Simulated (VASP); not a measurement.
# Pb (Fm-3m) in VASP: further runs, part 3 of 3

VASP 6.6.1. The steps go on from the part before.

**6. Single point, PBE**

Contents of INCAR:

```
SYSTEM = Pb
  ALGO = Fast
  EDIFF = 1E-6
  ENCUT = 520
  GGA = PE
  ISIF = 2
  ISMEAR = 0
  LASPH = .True.
  LCHARG = .False.
  LREAL = .False.
  LWAVE = .False.
  NELM = 80
  PREC = Accurate
  SIGMA = 0.013000000000000001
```

Contents of KPOINTS:

```
k-points
0
Gamma
  9 9 9
  0 0 0
```

Contents of POSCAR:

```
Pb
1.0
    0.0000000000      2.4750200000      2.4750200000
    2.4750200000      0.0000000000      2.4750200000
    2.4750200000      2.4750200000      0.0000000000
Pb
1
Direct
    0.0000000000      0.0000000000      0.0000000000
```

Potentials or basis: VASP PAW PBE potentials, release 64 (Pb_d).

Run with:

```sh
> cat potpaw_PBE.64/Pb_d/POTCAR > POTCAR
> mpirun -np 1 vasp_std > vasp.out
```

OUTCAR:

```text
SYSTEM = Pb
   EDIFF = 1E-6
   ENCUT = 520
   GGA = PE
   ISIF = 2
   ISMEAR = 0
   LASPH = .True.
   LREAL = .False.
   NELM = 80
   PREC = Accurate

 ion  position               nearest neighbor table
   1  0.000  0.000  0.000-

  LATTYP: Found a face centered cubic cell.
 ALAT       =     4.9500400000

  Lattice vectors:

 A1 = (   0.0000000000,   2.4750200000,   2.4750200000)
 A2 = (   2.4750200000,   0.0000000000,   2.4750200000)
 A3 = (   2.4750200000,   2.4750200000,   0.0000000000)

Analysis of symmetry for initial positions (statically):
=====================================================================
 Subroutine PRICEL returns:
 Original cell was already a primitive cell.

 Routine SETGRP: Setting up the symmetry group for a
 face centered cubic supercell.

 Subroutine GETGRP returns: Found 48 space group operations
 (whereof 48 operations were pure point group operations)
 out of a pool of 48 trial point group operations.

The static configuration has the point symmetry O_h .

Analysis of symmetry for dynamics (positions and initial velocities):
=====================================================================
 Subroutine PRICEL returns:
 Original cell was already a primitive cell.

 Routine SETGRP: Setting up the symmetry group for a
 face centered cubic supercell.

 Subroutine GETGRP returns: Found 48 space group operations
 (whereof 48 operations were pure point group operations)
 out of a pool of 48 trial point group operations.

The dynamic configuration has the point symmetry O_h .

 Subroutine INISYM returns: Found 48 space group operations
 (whereof 48 operations are pure point group operations),
 and found     1 'primitive' translations

----------------------------------------------------------------------------------------

                                     Primitive cell

  volume of cell :      30.3226

  direct lattice vectors                    reciprocal lattice vectors
     0.000000000  2.475020000  2.475020000    -0.202018570  0.202018570  0.202018570
     2.475020000  0.000000000  2.475020000     0.202018570 -0.202018570  0.202018570
     2.475020000  2.475020000  0.000000000     0.202018570  0.202018570 -0.202018570

  length of vectors
     3.500206851  3.500206851  3.500206851     0.349906427  0.349906427  0.349906427

  position of ions in fractional coordinates (direct lattice)
     0.000000000  0.000000000  0.000000000

  ion indices of the primitive-cell ions
   primitive index   ion index
                 1           1

----------------------------------------------------------------------------------------

 KPOINTS: k-points

Automatic generation of k-mesh.
 Grid dimensions read from file:
 generate k-points for:    9    9    9

 Generating k-lattice:

  Cartesian coordinates                     Fractional coordinates (reciprocal lattice)
    -0.022446508  0.022446508  0.022446508     0.111111111  0.000000000  0.000000000
     0.022446508 -0.022446508  0.022446508     0.000000000  0.111111111  0.000000000
     0.022446508  0.022446508 -0.022446508     0.000000000  0.000000000  0.111111111

  Length of vectors
     0.038878492  0.038878492  0.038878492

  Shift w.r.t. Gamma in fractional coordinates (k-lattice)
     0.000000000  0.000000000  0.000000000

 Subroutine IBZKPT returns following result:
 ===========================================

 Found     35 irreducible k-points:

 Following reciprocal coordinates:
            Coordinates               Weight
  0.000000  0.000000  0.000000      1.000000
  0.111111  0.000000  0.000000      8.000000
  0.222222  0.000000  0.000000      8.000000
  0.333333  0.000000  0.000000      8.000000
  0.444444  0.000000  0.000000      8.000000
  0.111111  0.111111  0.000000      6.000000
[... 16 lines left out ...]
 -0.333333  0.333333  0.000000     12.000000
  0.444444  0.444444  0.000000      6.000000
 [... further k-points ...]
   k-points           NKPTS =     35   k-points in BZ     NKDIM =     35   number of bands    NBANDS=     11
   number of dos      NEDOS =    301   number of ions     NIONS =      1
   total plane-waves  NPLWV =  21952
   dimension x,y,z NGX =    28 NGY =   28 NGZ =   28
   dimension x,y,z NGXF=    56 NGYF=   56 NGZF=   56
   ions per type =               1
   NGX,Y,Z   is equivalent  to a cutoff of  13.30, 13.30, 13.30 a.u.
   NGXF,Y,Z  is equivalent  to a cutoff of  26.60, 26.60, 26.60 a.u.
 SYSTEM =  Pb
   PREC   = accura    normal or accurate (medium, high low for compatibility)
   ISTART =      0    job   : 0-new  1-cont  2-samecut
   ICHARG =      2    charge: 1-file 2-atom 10-const
   ISPIN  =      1    spin polarized calculation?
   LNONCOLLINEAR =      F non collinear calculations
   LSORBIT =      F    spin-orbit coupling
   LASPH  =      T    aspherical Exc in radial PAW
   ENCUT  =  520.0 eV  38.22 Ry    6.18 a.u.   6.51  6.51  6.51*2*pi/ulx,y,z
   NELM   =     80;   NELMIN=  2; NELMDL= -5     # of ELM steps
   EDIFF  = 0.1E-05   stopping-criterion for ELM
   LREAL  =      F    real-space projection
   EDIFFG = 0.1E-04   stopping-criterion for IOM
   NSW    =      0    number of steps for IOM
   IBRION =     -1    ionic relax: 0-MD 1-quasi-New 2-CG
   NFREE  =      0    steps in history (QN), initial steepest desc. (CG)
   ISIF   =      2    stress and relaxation
   ISYM   =      2    0-nonsym 1-usesym 2-fastsym
   POTIM  = 0.5000    time-step for ionic-motion
   TEBEG  =    0.0;   TEEND  =   0.0 temperature during run
   PSTRESS=    0.0 pullay stress
   NELECT =      14.0000    total number of electrons
   NUPDOWN=      -1.0000    fix difference up-down
   EMIN   =  10.00;   EMAX   =-10.00  energy-range for DOS
   EFERMI =   0.00;   METHOD = LEGACY
   ISMEAR =     0;   SIGMA  =   0.01  broadening in eV -4-tet -1-fermi 0-gaus
   EFERMI_NEDOS =   21; number of points for ismear=-14 and -15
   IALGO  =     68    algorithm
   IMIX   =      4    mixing-type and parameters
     AMIX     =   0.40;   BMIX     =  1.00
     AMIX_MAG =   1.60;   BMIX_MAG =  1.00
  volume/ion in A,a.u.               =      30.32       204.63
  Fermi-wavevector in a.u.,A,eV,Ry     =   1.265306  2.391081 21.782907  1.600999
  Thomas-Fermi vector in A             =   2.398566
   LORBIT       =      0    0 simple, 1 ext, 2 COOP (PROOUT), +10 PAW based schemes
   GGA     = PE    functional components
   LHFCALC =     F    Hartree Fock is set to
   AEXX    =    0.0000 exact exchange contribution
   IVDW    =     0    specifies the selected vdW correction
   LEPSILON=     F    determine dielectric tensor
   LRPA    =     F    only Hartree local field effects (RPA)
 non-spin polarized calculation
 RMM-DIIS sequential band-by-band and
 Gauss-broadening in eV      SIGMA  =   0.01
  energy-cutoff  :      520.00
  volume of cell :       30.32
 maximum number of plane-waves:       869
 NGX is ok and might be reduce to    28
   NGX = 13   NGY = 13   NGZ = 13

 number of electron      13.9999999 magnetization

 Free energy of the ion-electron system (eV)
  ---------------------------------------------------
  ext. energy  EPLUGINS =         0.00000000
  ---------------------------------------------------
  free energy    TOTEN  =        -3.56810460 eV

  energy without entropy =       -3.56786445  energy(sigma->0) =       -3.56798452

 E-fermi :   7.1454     XC(G=0): -10.1860

 val. band max:        6.9152485334   @ k =  -0.3333   0.3333   0.1111
 cond. band min:       7.1463165621   @ k =  -0.2222   0.3333   0.1111
 fundamental gap:      0.2310680287
 Fermi energy:         7.1453547308

 k-point     1 :       0.0000    0.0000    0.0000
  band No.  band energies     occupation
      1      -9.7955      2.00000
      2      -9.7955      2.00000
      3      -9.7955      2.00000
      4      -9.6554      2.00000
      5      -9.6554      2.00000
      6      -4.4739      2.00000
      7      14.6987      0.00000
      8      14.6987      0.00000
      9      14.6987      0.00000
     10      17.0447      0.00000
     11      18.6199      0.00000
[... 309 lines left out ...]
 k-point    24 :       0.4444    0.4444    0.0000
  band No.  band energies     occupation
      1      -9.9538      2.00000
      2      -9.8620      2.00000
      3      -9.5356      2.00000
      4      -9.4969      2.00000
      5      -9.4969      2.00000
      6       0.1216      2.00000
      7       4.5682      2.00000
      8       9.4310      0.00000
      9       9.4310      0.00000
     10      12.7576      0.00000
     11      13.9744      0.00000

 [... further k-points ...]

------------------------ aborting loop because EDIFF is reached ----------------------------------------

  FORCE on cell =-STRESS in cart. coord.  units (eV):
  Direction    XX          YY          ZZ          XY          YZ          ZX
  --------------------------------------------------------------------------------------
  -------------------------------------------------------------------------------------
  Total        0.4125492      0.4125492      0.4125492     -0.0000000      0.0000000      0.0000000
  in kB       21.7981797     21.7981797     21.7981797     -0.0000000      0.0000000      0.0000000
  external PRESSURE =      21.7981797 kB  Pullay stress =       0.0000000 kB

 VOLUME and BASIS-vectors are now :
 -----------------------------------------------------------------------------
  energy-cutoff  :      520.00
  volume of cell :       30.32
      direct lattice vectors                 reciprocal lattice vectors
     0.000000000  2.475020000  2.475020000    -0.202018570  0.202018570  0.202018570
     2.475020000  0.000000000  2.475020000     0.202018570 -0.202018570  0.202018570
     2.475020000  2.475020000  0.000000000     0.202018570  0.202018570 -0.202018570

 POSITION                                       TOTAL-FORCE (eV/Angst)
 -----------------------------------------------------------------------------------
      0.00000      0.00000      0.00000         0.000000     -0.000000      0.000000
 -----------------------------------------------------------------------------------
    total drift:                               -0.000000     -0.000000     -0.000000

  FREE ENERGIE OF THE ION-ELECTRON SYSTEM (eV)
  ---------------------------------------------------
  free  energy   TOTEN  =        -3.5681045977 eV

  energy  without entropy=       -3.5678644521  energy(sigma->0) =       -3.56798452
```

stdout:

```text
POSCAR found type information on POSCAR Pb
 POSCAR found :  1 types and       1 ions
 scaLAPACK will be used
 LDA part: xc-table for (Slater+PW92), standard interpolation
 POSCAR, INCAR and KPOINTS ok, starting setup
 FFT: planning ... GRIDC
 FFT: planning ... GRID_SOFT
 FFT: planning ... GRID
 WAVECAR not read
 entering main loop
```

Run time: 14 s. Hardware: 1 thread of Intel Xeon Platinum 8375C at 2.90GHz (Ice Lake), shared host; peak memory 0.15 GiB.

What came out:

```
Free energy            : -3.5681 eV
Pressure               : 2.2 GPa
Band gap on the k mesh : none (metal or under the smearing width)
```

**7. Overview**

```csv
task,level,cell,cutoff (eV),smearing,gap on the mesh (eV),pressure (GPa),relaxed volume (Å³/atom)
single point,PBE,as given,520,gaussian 0.011 eV,none,2.2,-
relaxation of cell and atoms,RPBE,relaxed,600,fermi-dirac 0.05 eV,none,0.0,33.15
relaxation of cell and atoms,revPBE,relaxed,600,fermi-dirac 0.05 eV,none,0.0,32.66
relaxation of cell and atoms,BLYP,relaxed,600,fermi-dirac 0.05 eV,none,0.0,34.60
single point,PBE,as given,520,gaussian 0.013 eV,none,2.2,-
```

Alike in all rows: potentials or basis VASP PAW PBE potentials, release 64 (Pb_d); no spin polarisation; k mesh 9 × 9 × 9.

Caveats: the PAW data sets were made with another functional, which shifts forces and pressure a little (some runs); the volume moved by +14 % from the deposited cell, more than functionals usually miss (some runs).

Absolute energies hang on the potentials; compare differences alone.

**8. Against experiment**

Step 3. The cell as given is a measured one (30.32 Å³/atom); RPBE puts the equilibrium volume +9.3 % from it, thermal expansion not counted.

Step 4. The cell as given is a measured one (30.32 Å³/atom); revPBE puts the equilibrium volume +7.7 % from it, thermal expansion not counted.

Step 5. The cell as given is a measured one (30.32 Å³/atom); BLYP puts the equilibrium volume +14.1 % from it, thermal expansion not counted.
